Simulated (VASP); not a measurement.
# SiC: zone-centre modes, functional by functional, part 4 of 4

Aim: the vibrations of SiC at the zone centre, at several levels of theory. The starting structure is a computed structure from the Materials Project.

VASP 6.6.1.

Results so far: LDA B1 (4) 920.6 cm⁻¹; LDA at the given cell B1 (4) 905.4 cm⁻¹; PBEsol B1 (4) 906.4 cm⁻¹; PBE B1 (4) 895.0 cm⁻¹; PBEsol + D3(BJ) B1 (4) 923.2 cm⁻¹.

## 7. Modes with r2SCAN

Level of this step: r2SCAN; plane waves and PAW (Si, C) (VASP).

r2SCAN adds the kinetic-energy density, costs more than a GGA and is run with LASPH. The cell comes from a relaxation at this level, not shown (82.59 Å³).

INCAR reads:

```
SYSTEM = SiC
PREC = Accurate
ENCUT = 520
EDIFF = 1E-08
NELM = 100
ISMEAR = 0
SIGMA = 0.03
LREAL = .FALSE.
ALGO = Normal
METAGGA = R2SCAN
LASPH = .TRUE.
NBANDS = 24
LORBIT = 11
LWAVE = .FALSE.
LCHARG = .FALSE.
KPAR = 8
IBRION = 6
NFREE = 2
POTIM = 0.015
NSW = 1
ISIF = 2
```

POSCAR reads:

```
SiC
1.0
    3.0767451131      0.0000000000      0.0000000000
   -1.5383725565      2.6645394289      0.0000000000
    0.0000000000      0.0000000000     10.0739216944
Si C
4 4
Direct
    0.0000000000      0.0000000000      0.1878886820
    0.0000000000      0.0000000000      0.6878886820
    0.3333333333      0.6666666667      0.4378431804
    0.6666666667      0.3333333333      0.9378431804
    0.0000000000      0.0000000000      0.0004647130
    0.0000000000      0.0000000000      0.5004647130
    0.3333333333      0.6666666667      0.2498024246
    0.6666666667      0.3333333333      0.7498024246
```

KPOINTS reads:

```
Automatic mesh
0
Gamma
9 9 2
0 0 0
```

The projector-augmented-wave data sets are Si and C (PBE family, release 64).

Launch:

```
mpirun -np 8 vasp_std
```

What it wrote:

```text
[banner, memory and clock lines left out]
running    8 mpi-ranks, on    1 nodes
[...]
[... a notice as in an earlier step ...]

 [... a notice as in an earlier step ...]

 LDA part: xc-table for (None), standard interpolation
 POSCAR, INCAR and KPOINTS ok, starting setup
[...]
entering main loop
       N       E                     dE             d eps       ncg     rms          rms(c)
DAV:   1     0.621494294241E+02    0.62149E+02   -0.15038E+04  1152   0.125E+03
DAV:   2    -0.819789310301E+02   -0.14413E+03   -0.13113E+03  1584   0.206E+02
DAV:   3    -0.892157021438E+02   -0.72368E+01   -0.71767E+01  1528   0.447E+01
DAV:   4    -0.893137556408E+02   -0.98053E-01   -0.97964E-01  1464   0.605E+00
[...]
DAV:  14    -0.773068752032E+02    0.19757E-07   -0.57790E-08  1480   0.154E-03    0.750E-04
DAV:  15    -0.773068751703E+02    0.32929E-07   -0.18372E-08  1064   0.725E-04    0.166E-04
DAV:  16    -0.773068751661E+02    0.41973E-08   -0.34230E-09   960   0.353E-04
   1 F= -.77306875E+02 E0= -.77306875E+02  d E =-.440198E-11
[... from here on, the cycles between the ionic steps are left out ...]
   2 F= -.77304559E+02 E0= -.77304559E+02  d E =-.531244E-23
   3 F= -.77304559E+02 E0= -.77304559E+02  d E =-.531407E-23
   4 F= -.77303352E+02 E0= -.77303352E+02  d E =-.928402E-13
   5 F= -.77303272E+02 E0= -.77303272E+02  d E =-.158280E-24
   6 F= -.77304581E+02 E0= -.77304581E+02  d E =-.106931E-10
   7 F= -.77304581E+02 E0= -.77304581E+02  d E =-.106668E-10
   8 F= -.77303378E+02 E0= -.77303378E+02  d E =-.525110E-13
   9 F= -.77303271E+02 E0= -.77303271E+02  d E =-.210106E-11
  10 F= -.77304611E+02 E0= -.77304611E+02  d E =-.851174E-11
  11 F= -.77304611E+02 E0= -.77304611E+02  d E =-.851703E-11
  12 F= -.77303670E+02 E0= -.77303670E+02  d E =-.420012E-11
  13 F= -.77303754E+02 E0= -.77303754E+02  d E =-.118720E-13
  14 F= -.77304611E+02 E0= -.77304611E+02  d E =-.121885E-10
  15 F= -.77304611E+02 E0= -.77304611E+02  d E =-.122314E-10
  16 F= -.77303715E+02 E0= -.77303715E+02  d E =-.721412E-11
  17 F= -.77303824E+02 E0= -.77303824E+02  d E =-.611505E-12
 Finite differences progress:
  Degree of freedom:   8/  8
  Displacement:        2/  2
  Total:              16/ 16
```

Wall time 16 min (8 MPI ranks of Intel Xeon Platinum 8259CL at 2.50GHz (Skylake/Cascade Lake), shared host); peak memory 3.3 GiB; 1.7 h of CPU time.

From OUTCAR (step 7):

```text
  Total        0.0743644      0.0743644     -0.1259829      0.0000000      0.0000000      0.0000000
  in kB        1.4426576      1.4426576     -2.4440486      0.0000000      0.0000000      0.0000000
  external PRESSURE =       0.1470889 kB  Pullay stress =       0.0000000 kB

 POSITION                                       TOTAL-FORCE (eV/Angst)
 -----------------------------------------------------------------------------------
      0.00000      0.00000      1.89278         0.000000     -0.000000     -0.187004
      0.00000      0.00000      6.92974        -0.000000      0.000000      0.039692
     -0.00000      1.77636      4.41080         0.000000      0.000000     -0.152741
      1.53837      0.88818      9.44776         0.000000     -0.000000      0.025567
      0.00000      0.00000      0.00468        -0.000000      0.000000     -0.045910
      0.00000      0.00000      5.04164        -0.000000      0.000000     -0.046937
     -0.00000      1.77636      2.50149        -0.000000      0.000000      0.404791
      1.53837      0.88818      7.55345        -0.000000      0.000000     -0.037458
 -----------------------------------------------------------------------------------
    total drift:                               -0.000000      0.000000     -0.000792

  FREE ENERGIE OF THE ION-ELECTRON SYSTEM (eV)
  ---------------------------------------------------
  free  energy   TOTEN  =       -77.3038237684 eV

  energy  without entropy=      -77.3038237684  energy(sigma->0) =      -77.30382377

[... 1 part as in an earlier step ...]

[... 2 further parts left out ...]
[key lines of the parts left out:]
E-fermi :   8.2008
```

With r2SCAN the modes are at the top B1 (4) 928.0, B1 (3) 919.4 cm⁻¹, at the bottom E2 (2) 207.8, E2 (1) 200.4 cm⁻¹, with 10 more of the listed ones between; the largest shift is +13.5 cm⁻¹, in E1 (1), from LDA.

## 8. Comparison

```tsv
run	B1 (4)	B1 (3)	A1 (3)	E1 (3)	B1 (1)	E1 (1)	E2 (2)	E2 (1)	core minutes
LDA	920.6	911.4	839.1	798.2	399.8	258.4	199.3	191.4	18.0
LDA at the given cell	905.4	896.2	824.4	784.6	393.3	258.9	199.1	191.5	18.5
PBEsol	906.4	897.6	825.6	789.1	394.3	253.9	196.4	188.5	22.1
PBE	895.0	886.4	815.3	776.9	390.5	257.8	198.2	190.7	22.7
PBEsol + D3(BJ)	923.2	914.4	842.2	804.2	400.7	253.2	196.6	188.3	42.7
r2SCAN	928.0	919.4	846.3	800.6	404.6	271.9	207.8	200.4	130.0
```

Modes are in cm⁻¹, degenerate ones as one, matched between runs by symmetry and order. A number in brackets counts the listed modes of one symmetry from the lowest. The symmetry labels come from an automatic analysis and can be wrong where levels nearly coincide. Between the highest four and the lowest four, 6 more are left out. Core minutes are wall time times ranks of the run shown, on a shared host.

## 9. What came out

```yaml
b1_4_lda: 920.6 cm⁻¹
e2_1_lda: 191.4 cm⁻¹
b1_4_lda_at_the_given_cell: 905.4 cm⁻¹
e2_1_lda_at_the_given_cell: 191.5 cm⁻¹
b1_4_pbesol: 906.4 cm⁻¹
e2_1_pbesol: 188.5 cm⁻¹
b1_4_pbe: 895.0 cm⁻¹
e2_1_pbe: 190.7 cm⁻¹
b1_4_pbesol_d3_bj: 923.2 cm⁻¹
e2_1_pbesol_d3_bj: 188.3 cm⁻¹
b1_4_r2scan: 928.0 cm⁻¹
e2_1_r2scan: 200.4 cm⁻¹
```

What this shows: On the cells relaxed at each level, the B1 (4) mode of SiC, the highest of the listed ones in the run with LDA, lies between 895 cm⁻¹ (PBE) and 928 cm⁻¹ (r2SCAN). On the cells relaxed at each level, the E2 (1) mode of SiC, the lowest of the listed ones in the run with LDA, lies between 188 cm⁻¹ (PBEsol + D3(BJ)) and 200 cm⁻¹ (r2SCAN). Taking the given cell, +1.5 % in volume, instead of the one relaxed with LDA moves E1 (2) by -15.4 cm⁻¹. LASPH is on in some of these runs and off in others, which adds a little to the differences. The frequencies are harmonic, and the splitting of polar modes by their long-range field is left out. Further runs on this material are not shown.

[Lines on the potential files, build, host, timing and source positions are cut from VASP's logs without a mark.]

[Logs are printed without paths, hosts, clocks, repeated set-up lines and the standing remarks that a program may print on its own settings, such as how far it seeks lower states.]

[Hosts, paths, dates, database ids (printed as entryN), source tags and the programs' standing remarks are cut or masked in the printed files.]
